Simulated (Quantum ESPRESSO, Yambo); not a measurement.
# Quasiparticle gap of SiC (P6_3mc) in Yambo, part 2 of 3

How does a plane-wave GW calculation on SiC (P6_3mc) run from the first input to the gap?

Quantum ESPRESSO 7.5 and Yambo 5.3.0; PBE and many-body steps on it, plane waves. Known limits of the many-body steps: not at the basis limit; coarse k mesh.

So far. Step 2 (Ground state): The gap is indirect, with the least direct gap 1.10 eV higher.

### 3. Bands along the symmetry lines

Level of this step: DFT, PBE, plane waves, norm-conserving pseudopotentials (Quantum ESPRESSO).

The cheap functional maps the bands first; the places of the edges decide which points the dearer methods must see.

Contents of pw.in:

```
&control
  calculation = 'bands'
  prefix = 'x'
  outdir = 'o'
  pseudo_dir = 'pseudo'
/
&system
  ibrav = 0
  nat = 12
  ntyp = 2
  ecutwfc = 74.0
  nbnd = 30
  force_symmorphic = .true.
/
&electrons
  conv_thr = 1e-9
  electron_maxstep = 80
  diago_full_acc = .true.
  diago_thr_init = 5e-6
/
ATOMIC_SPECIES
  Si 28.085 Si.upf
  C 12.011 C.upf
CELL_PARAMETERS angstrom
  3.0766210102 -0.0000000000 0.0000000000
  -1.5383105051 2.6644319527 0.0000000000
  0.0000000000 0.0000000000 15.0980843200
ATOMIC_POSITIONS crystal
  Si 0.3333333333 0.6666666667 0.8329861500
  Si 0.6666666667 0.3333333333 0.3329861500
  Si 0.6666666667 0.3333333333 0.6665006000
  Si 0.3333333333 0.6666666667 0.1665006000
  Si 0.0000000000 0.0000000000 0.4997294200
  Si 0.0000000000 0.0000000000 0.9997294200
  C 0.0000000000 0.0000000000 0.8743664100
  C 0.0000000000 0.0000000000 0.3743664100
  C 0.3333333333 0.6666666667 0.7079967800
  C 0.6666666667 0.3333333333 0.2079967800
  C 0.6666666667 0.3333333333 0.5415216400
  C 0.3333333333 0.6666666667 0.0415216400
K_POINTS crystal
  75
  0.00000000 0.00000000 0.00000000 1
  0.06250000 0.00000000 0.00000000 1
  0.12500000 0.00000000 0.00000000 1
  0.18750000 0.00000000 0.00000000 1
  0.25000000 0.00000000 0.00000000 1
  0.31250000 0.00000000 0.00000000 1
  0.37500000 0.00000000 0.00000000 1
  0.43750000 0.00000000 0.00000000 1
  0.50000000 0.00000000 0.00000000 1
  0.47916667 0.04166667 0.00000000 1
  0.45833333 0.08333333 0.00000000 1
  0.43750000 0.12500000 0.00000000 1
  0.41666666 0.16666666 0.00000000 1
  0.39583333 0.20833333 0.00000000 1
  0.37500000 0.25000000 0.00000000 1
  0.35416666 0.29166666 0.00000000 1
  0.33333333 0.33333333 0.00000000 1
  0.29166666 0.29166666 0.00000000 1
  0.25000000 0.25000000 0.00000000 1
  0.20833333 0.20833333 0.00000000 1
  0.16666666 0.16666666 0.00000000 1
  0.12500000 0.12500000 0.00000000 1
  0.08333333 0.08333333 0.00000000 1
  0.04166667 0.04166667 0.00000000 1
  0.00000000 0.00000000 0.00000000 1
  0.00000000 0.00000000 0.06250000 1
  0.00000000 0.00000000 0.12500000 1
  0.00000000 0.00000000 0.18750000 1
  0.00000000 0.00000000 0.25000000 1
  0.00000000 0.00000000 0.31250000 1
  0.00000000 0.00000000 0.37500000 1
  0.00000000 0.00000000 0.43750000 1
  0.00000000 0.00000000 0.50000000 1
  0.06250000 0.00000000 0.50000000 1
  0.12500000 0.00000000 0.50000000 1
  0.18750000 0.00000000 0.50000000 1
  0.25000000 0.00000000 0.50000000 1
  0.31250000 0.00000000 0.50000000 1
  0.37500000 0.00000000 0.50000000 1
  0.43750000 0.00000000 0.50000000 1
  0.50000000 0.00000000 0.50000000 1
  0.47916667 0.04166667 0.50000000 1
  0.45833333 0.08333333 0.50000000 1
  0.43750000 0.12500000 0.50000000 1
  0.41666666 0.16666666 0.50000000 1
  0.39583333 0.20833333 0.50000000 1
  0.37500000 0.25000000 0.50000000 1
  0.35416666 0.29166666 0.50000000 1
  0.33333333 0.33333333 0.50000000 1
  0.29166666 0.29166666 0.50000000 1
  0.25000000 0.25000000 0.50000000 1
  0.20833333 0.20833333 0.50000000 1
  0.16666666 0.16666666 0.50000000 1
  0.12500000 0.12500000 0.50000000 1
  0.08333333 0.08333333 0.50000000 1
  0.04166667 0.04166667 0.50000000 1
  0.00000000 0.00000000 0.50000000 1
  0.50000000 0.00000000 0.50000000 1
  0.50000000 0.00000000 0.43750000 1
  0.50000000 0.00000000 0.37500000 1
  0.50000000 0.00000000 0.31250000 1
  0.50000000 0.00000000 0.25000000 1
  0.50000000 0.00000000 0.18750000 1
  0.50000000 0.00000000 0.12500000 1
  0.50000000 0.00000000 0.06250000 1
  0.50000000 0.00000000 0.00000000 1
  0.33333333 0.33333333 0.50000000 1
  0.33333333 0.33333333 0.43750000 1
  0.33333333 0.33333333 0.37500000 1
  0.33333333 0.33333333 0.31250000 1
  0.33333333 0.33333333 0.25000000 1
  0.33333333 0.33333333 0.18750000 1
  0.33333333 0.33333333 0.12500000 1
  0.33333333 0.33333333 0.06250000 1
  0.33333333 0.33333333 0.00000000 1
```

Command:

```sh
OMP_NUM_THREADS=1 mpirun -n 4 pw.x -nk 4 -in pw.in > pw.out
```

Output:

```text
[banner, memory and clock lines left out]
Program PWSCF v.7.5 starts

     Atomic positions and unit cell read from directory:
     o/x.save/

     Message from routine setup:
     using ibrav=0 with symmetry is DISCOURAGED, use correct ibrav instead

     G-vector sticks info

     bravais-lattice index     =            0
     lattice parameter (alat)  =       5.8140  a.u.
     unit-cell volume          =     835.2127 (a.u.)^3
     number of atoms/cell      =           12
     number of atomic types    =            2
     number of electrons       =        48.00
     number of Kohn-Sham states=           30
     kinetic-energy cutoff     =      74.0000  Ry
     charge density cutoff     =     296.0000  Ry
     Exchange-correlation= PBE
                           (   1   4   3   4   0   0   0)

     celldm(1)=   5.813971  celldm(2)=   0.000000  celldm(3)=   0.000000
     celldm(4)=   0.000000  celldm(5)=   0.000000  celldm(6)=   0.000000

     crystal axes: (cart. coord. in units of alat)
               a(1) = (   1.000000  -0.000000   0.000000 )
               a(2) = (  -0.500000   0.866025   0.000000 )
               a(3) = (   0.000000   0.000000   4.907359 )

     reciprocal axes: (cart. coord. in units 2 pi/alat)
               b(1) = (  1.000000  0.577350 -0.000000 )
               b(2) = (  0.000000  1.154701 -0.000000 )
               b(3) = ( -0.000000 -0.000000  0.203776 )
     Pseudo is Norm-conserving + core correction, Zval =  4.0
     Generated using ONCVPSP code by D. R. Hamann
     Using radial grid of 1510 points,  6 beta functions with:
     Pseudo is Norm-conserving + core correction, Zval =  4.0
     Generated using ONCVPSP code by D. R. Hamann
     Using radial grid of 1248 points,  4 beta functions with:
     Si                4.00    28.08500     Si( 1.00)
     C                 4.00    12.01100     C ( 1.00)

      6 Sym. Ops. (no inversion) found

   Cartesian axes

     site n.     atom                  positions (alat units)
         1        Si     tau(   1) = (  -0.0000000   0.5773503   4.0877622  )
         2        Si     tau(   2) = (   0.5000000   0.2886751   1.6340826  )
         3        Si     tau(   3) = (   0.5000000   0.2886751   3.2707578  )
         4        Si     tau(   4) = (  -0.0000000   0.5773503   0.8170782  )
         5        Si     tau(   5) = (   0.0000000   0.0000000   2.4523518  )
         6        Si     tau(   6) = (   0.0000000   0.0000000   4.9060313  )
         7        C      tau(   7) = (   0.0000000   0.0000000   4.2908300  )
         8        C      tau(   8) = (   0.0000000   0.0000000   1.8371504  )
         9        C      tau(   9) = (  -0.0000000   0.5773503   3.4743945  )
        10        C      tau(  10) = (   0.5000000   0.2886751   1.0207149  )
        11        C      tau(  11) = (   0.5000000   0.2886751   2.6574412  )
        12        C      tau(  12) = (  -0.0000000   0.5773503   0.2037616  )

     number of k points=    75
                       cart. coord. in units 2pi/alat
        k(    1) = (   0.0000000   0.0000000   0.0000000), wk =   0.0266667
        k(    2) = (   0.0625000   0.0360844   0.0000000), wk =   0.0266667
        k(    3) = (   0.1250000   0.0721688   0.0000000), wk =   0.0266667
[...]
[... 63 further rows ...]
        k(   74) = (   0.3333333   0.5773503   0.0127360), wk =   0.0266667
        k(   75) = (   0.3333333   0.5773503   0.0000000), wk =   0.0266667

     Dense  grid:    71833 G-vectors     FFT dimensions: (  32,  32, 160)

     The potential is recalculated from file :
     o/x.save/charge-density

     Starting wfcs are   48 randomized atomic wfcs

     Band Structure Calculation

     End of band structure calculation

          k = 0.0000 0.0000 0.0000 (  8941 PWs)   bands (ev):

    -5.9044  -5.3824  -5.3456  -3.8489  -3.8192  -2.3274   0.9710   3.3230
     3.3625   7.1497   7.1775   8.4354   8.4354   8.6224   8.6224   8.7319
     8.7319   9.2006   9.2006   9.2818   9.2818   9.5475   9.5842   9.5842
    14.7869  14.9569  15.3681  15.8793  15.9144  16.2796

          k = 0.0625 0.0361 0.0000 (  8891 PWs)   bands (ev):

[...]
15.0145  15.1903  15.5170  16.0004  16.0489  16.2753

          k = 0.1250 0.0722 0.0000 (  8906 PWs)   bands (ev):

[...]
14.8469  15.1829  15.2529  15.8733  16.1124  16.2845

[...]
k = 0.3333 0.5774 0.0127 (  9057 PWs)   bands (ev):

[...]
13.0808  13.0808  13.3737  14.6515  15.7441  15.7441

          k = 0.3333 0.5774 0.0000 (  9054 PWs)   bands (ev):

[...]
2.1329   2.4641   2.7966   2.7966   3.5555   3.5556   3.8955   4.8062
     5.0085   5.0085   6.2131   6.2131   6.4202   7.3633   7.5070   7.5070
    13.0746  13.0746  13.3633  14.6688  15.8028  15.8028

     XML data file, pseudopotentials, collected wavefunctions
```

It took 33 s on 4 MPI ranks of Arm Neoverse V2, shared host; peak memory 0.41 GiB; 2.2 min of CPU time.

This step gave:

```yaml
gap: 2.022 eV
k_of_the_valence_top: 0, 0, 0
k_of_the_conduction_bottom: 0.5, 0, 0.1875
least_direct_gap: 3.130 eV
```

The gap is 2.022 eV, −0.004 eV from the run before at this level.

The electronic bands at the labelled points (eV, zero at the top of the highest filled band):

| point | band 21 | band 22 | band 23 | band 24 | band 25 | band 26 | band 27 | band 28 |
| --- | --- | --- | --- | --- | --- | --- | --- | --- |
| Γ | -0.30 | -0.04 | 0.00 | 0.00 | 5.20 | 5.37 | 5.78 | 6.30 |
| halfway | -1.15 | -1.12 | -0.71 | -0.53 | 3.68 | 3.91 | 4.39 | 5.02 |
| M | -1.82 | -1.79 | -1.67 | -1.10 | 2.03 | 2.22 | 3.22 | 3.90 |
| halfway | -2.44 | -2.23 | -2.01 | -1.77 | 2.85 | 3.53 | 4.51 | 4.95 |
| K | -3.16 | -2.22 | -2.08 | -2.08 | 3.49 | 3.49 | 3.78 | 5.08 |
| halfway | -1.79 | -1.74 | -1.30 | -0.72 | 4.82 | 4.88 | 4.98 | 5.07 |
| Γ | -0.30 | -0.04 | 0.00 | 0.00 | 5.20 | 5.37 | 5.78 | 6.29 |
| halfway | -0.20 | -0.20 | -0.02 | -0.02 | 5.22 | 5.34 | 5.86 | 6.20 |
| A | -0.10 | -0.10 | -0.10 | -0.10 | 5.27 | 5.27 | 6.02 | 6.02 |
| halfway | -1.00 | -1.00 | -0.71 | -0.71 | 3.79 | 3.79 | 4.74 | 4.74 |
| L | -1.72 | -1.72 | -1.31 | -1.31 | 2.07 | 2.07 | 3.44 | 3.44 |
| halfway | -2.67 | -2.67 | -1.67 | -1.67 | 3.22 | 3.22 | 4.49 | 4.49 |
| H | -2.64 | -2.64 | -2.27 | -2.27 | 3.68 | 3.68 | 4.35 | 4.35 |
| halfway | -1.96 | -1.96 | -0.85 | -0.85 | 4.75 | 4.75 | 5.14 | 5.14 |
| A | -0.10 | -0.10 | -0.10 | -0.10 | 5.27 | 5.27 | 6.02 | 6.02 |
| jump to L | -1.72 | -1.72 | -1.31 | -1.31 | 2.07 | 2.07 | 3.44 | 3.44 |
| halfway | -2.00 | -1.64 | -1.54 | -1.16 | 2.02 | 2.17 | 3.29 | 3.68 |
| M | -1.82 | -1.79 | -1.67 | -1.10 | 2.03 | 2.22 | 3.22 | 3.90 |
| jump to H | -2.64 | -2.64 | -2.27 | -2.27 | 3.68 | 3.68 | 4.35 | 4.35 |
| halfway | -2.99 | -2.34 | -2.16 | -2.16 | 3.58 | 3.58 | 3.94 | 4.84 |
| K | -3.16 | -2.22 | -2.08 | -2.08 | 3.49 | 3.49 | 3.78 | 5.08 |

### 4. Empty states on the mesh, 6×6×1 mesh, 206 bands

The sums over transitions need many empty states on a uniform mesh; this step solves for them.

Contents of pw.in:

```
&control
  calculation = 'nscf'
  prefix = 'x'
  outdir = 'o'
  pseudo_dir = 'pseudo'
/
&system
  ibrav = 0
  nat = 12
  ntyp = 2
  ecutwfc = 74.0
  nbnd = 206
  force_symmorphic = .true.
/
&electrons
  conv_thr = 1e-9
  electron_maxstep = 80
  diago_full_acc = .true.
  diago_thr_init = 5e-6
/
ATOMIC_SPECIES
  Si 28.085 Si.upf
  C 12.011 C.upf
CELL_PARAMETERS angstrom
  3.0766210102 -0.0000000000 0.0000000000
  -1.5383105051 2.6644319527 0.0000000000
  0.0000000000 0.0000000000 15.0980843200
ATOMIC_POSITIONS crystal
  Si 0.3333333333 0.6666666667 0.8329861500
  Si 0.6666666667 0.3333333333 0.3329861500
  Si 0.6666666667 0.3333333333 0.6665006000
  Si 0.3333333333 0.6666666667 0.1665006000
  Si 0.0000000000 0.0000000000 0.4997294200
  Si 0.0000000000 0.0000000000 0.9997294200
  C 0.0000000000 0.0000000000 0.8743664100
  C 0.0000000000 0.0000000000 0.3743664100
  C 0.3333333333 0.6666666667 0.7079967800
  C 0.6666666667 0.3333333333 0.2079967800
  C 0.6666666667 0.3333333333 0.5415216400
  C 0.3333333333 0.6666666667 0.0415216400
K_POINTS automatic
  6 6 1 0 0 0
```

Output:

```text
[banner, memory and clock lines left out]
Program PWSCF v.7.5 starts

     Atomic positions and unit cell read from directory:
     o/x.save/

     Message from routine setup:
     using ibrav=0 with symmetry is DISCOURAGED, use correct ibrav instead

     G-vector sticks info

     bravais-lattice index     =            0
     lattice parameter (alat)  =       5.8140  a.u.
     unit-cell volume          =     835.2127 (a.u.)^3
     number of atoms/cell      =           12
     number of atomic types    =            2
     number of electrons       =        48.00
     number of Kohn-Sham states=          206
     kinetic-energy cutoff     =      74.0000  Ry
     charge density cutoff     =     296.0000  Ry
     Exchange-correlation= PBE
                           (   1   4   3   4   0   0   0)

     celldm(1)=   5.813971  celldm(2)=   0.000000  celldm(3)=   0.000000
     celldm(4)=   0.000000  celldm(5)=   0.000000  celldm(6)=   0.000000

     crystal axes: (cart. coord. in units of alat)
               a(1) = (   1.000000  -0.000000   0.000000 )
               a(2) = (  -0.500000   0.866025   0.000000 )
               a(3) = (   0.000000   0.000000   4.907359 )

     reciprocal axes: (cart. coord. in units 2 pi/alat)
               b(1) = (  1.000000  0.577350 -0.000000 )
               b(2) = (  0.000000  1.154701 -0.000000 )
               b(3) = ( -0.000000 -0.000000  0.203776 )
     Pseudo is Norm-conserving + core correction, Zval =  4.0
     Generated using ONCVPSP code by D. R. Hamann
     Using radial grid of 1510 points,  6 beta functions with:
     Pseudo is Norm-conserving + core correction, Zval =  4.0
     Generated using ONCVPSP code by D. R. Hamann
     Using radial grid of 1248 points,  4 beta functions with:
     Si                4.00    28.08500     Si( 1.00)
     C                 4.00    12.01100     C ( 1.00)

      6 Sym. Ops. (no inversion) found

   Cartesian axes

     site n.     atom                  positions (alat units)
         1        Si     tau(   1) = (  -0.0000000   0.5773503   4.0877622  )
         2        Si     tau(   2) = (   0.5000000   0.2886751   1.6340826  )
         3        Si     tau(   3) = (   0.5000000   0.2886751   3.2707578  )
         4        Si     tau(   4) = (  -0.0000000   0.5773503   0.8170782  )
         5        Si     tau(   5) = (   0.0000000   0.0000000   2.4523518  )
         6        Si     tau(   6) = (   0.0000000   0.0000000   4.9060313  )
         7        C      tau(   7) = (   0.0000000   0.0000000   4.2908300  )
         8        C      tau(   8) = (   0.0000000   0.0000000   1.8371504  )
         9        C      tau(   9) = (  -0.0000000   0.5773503   3.4743945  )
        10        C      tau(  10) = (   0.5000000   0.2886751   1.0207149  )
        11        C      tau(  11) = (   0.5000000   0.2886751   2.6574412  )
        12        C      tau(  12) = (  -0.0000000   0.5773503   0.2037616  )

     number of k points=     7
                       cart. coord. in units 2pi/alat
        k(    1) = (   0.0000000   0.0000000   0.0000000), wk =   0.0555556
        k(    2) = (   0.0000000   0.1924501   0.0000000), wk =   0.3333333
        k(    3) = (   0.0000000   0.3849002   0.0000000), wk =   0.3333333
        k(    4) = (   0.0000000  -0.5773503   0.0000000), wk =   0.1666667
        k(    5) = (   0.1666667   0.2886751   0.0000000), wk =   0.3333333
        k(    6) = (   0.1666667   0.4811252   0.0000000), wk =   0.6666667
        k(    7) = (   0.3333333   0.5773503   0.0000000), wk =   0.1111111

     Dense  grid:    71833 G-vectors     FFT dimensions: (  32,  32, 160)

     The potential is recalculated from file :
     o/x.save/charge-density

     Starting wfcs are   48 randomized atomic wfcs +  158 random wfcs

     Band Structure Calculation

     End of band structure calculation

          k = 0.0000 0.0000 0.0000 (  8941 PWs)   bands (ev):

    -5.9044  -5.3824  -5.3456  -3.8489  -3.8192  -2.3274   0.9710   3.3230
     3.3625   7.1497   7.1775   8.4354   8.4354   8.6224   8.6224   8.7319
     8.7319   9.2006   9.2006   9.2818   9.2818   9.5475   9.5842   9.5842
[...]
[... 14 further rows ...]
[...]
71.6388  71.9137  71.9787  73.1842  73.2831  73.6286

          k = 0.0000 0.1925 0.0000 (  8928 PWs)   bands (ev):

[...]
[... 14 further rows ...]
[...]
71.7116  71.9117  71.9381  71.9598  72.1666  72.4045

          k = 0.0000 0.3849 0.0000 (  8976 PWs)   bands (ev):

[...]
32.3197  32.3797  33.0699  33.2579  33.4779  33.7163  33.7714  34.1070
     [... 14 further rows ...]
    68.7419  69.0319  69.5537  70.1656  70.2280  70.3226  70.7908  71.0180
    71.1913  71.4431  71.7778  72.1117  72.6207  72.8406

          k = 0.0000-0.5774 0.0000 (  9006 PWs)   bands (ev):

     [... further k-points ...]

     highest occupied, lowest unoccupied level (ev):     9.5842   11.6109

     XML data file, pseudopotentials, collected wavefunctions
```

Elapsed: 33 s, on 4 MPI ranks; peak memory 0.92 GiB; 2.2 min of CPU time.

Numbers from this step:

- gap: 2.027 eV
- k of the valence top: 0, 0, 0
- k of the conduction bottom: 0, -0.5, 0
- least direct gap: 3.130 eV
- k points computed: 7
- lowest point of the top converged band, above the valence top: 62.6751 eV

On this mesh the gap is 2.027 eV.

(Continued in part 3 of 3.)

[Paths, hosts, dates, memory and timing lines, banners, echoed tables and standing remarks are left out of the program output.]

[Logs are printed without paths, hosts, clocks, repeated set-up lines and the standing remarks that a program may print on its own settings, such as how far it seeks lower states.]

[Runs of the session that timed out or met a known fault of the program may be left out.]

[Hosts, paths, dates, database ids (printed as entryN), source tags and the programs' standing remarks are cut or masked in the printed files.]
